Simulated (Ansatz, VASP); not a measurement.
# Ge in VASP and in Ansatz

```
CELL_PARAMETERS angstrom
0.00000 2.82877 2.82877
2.82877 0.00000 2.82877
2.82877 2.82877 0.00000
ATOMIC_POSITIONS crystal
Ge 0.50000 0.50000 0.50000
Ge 0.75000 0.75000 0.75000
```

Alike in both runs: task electric field gradients; functional LDA; k mesh 10 × 10 × 10; occupations fermi-dirac, width 0.05 eV; no spin polarisation.

|  | VASP | Ansatz |
| --- | --- | --- |
| version | VASP 6.6.1 | Ansatz 0.2.0 |
| potentials or method | VASP PAW LDA potentials, release 64 (Ge_d) | PAW with Ansatz's default frozen-core files, scalar-relativistic |
| plane-wave cutoff (eV) | 520 | 420 |
| valence electrons in the cell | 28 | 28 |

|  | VASP | Ansatz | Ansatz less VASP |
| --- | --- | --- | --- |
| pressure (GPa) | -1.2 | -1.3 | -0.10 |
| Vzz of the field gradient on the site that differs most (V/Å²) | 0.0 | 0.0 | -0.01 |
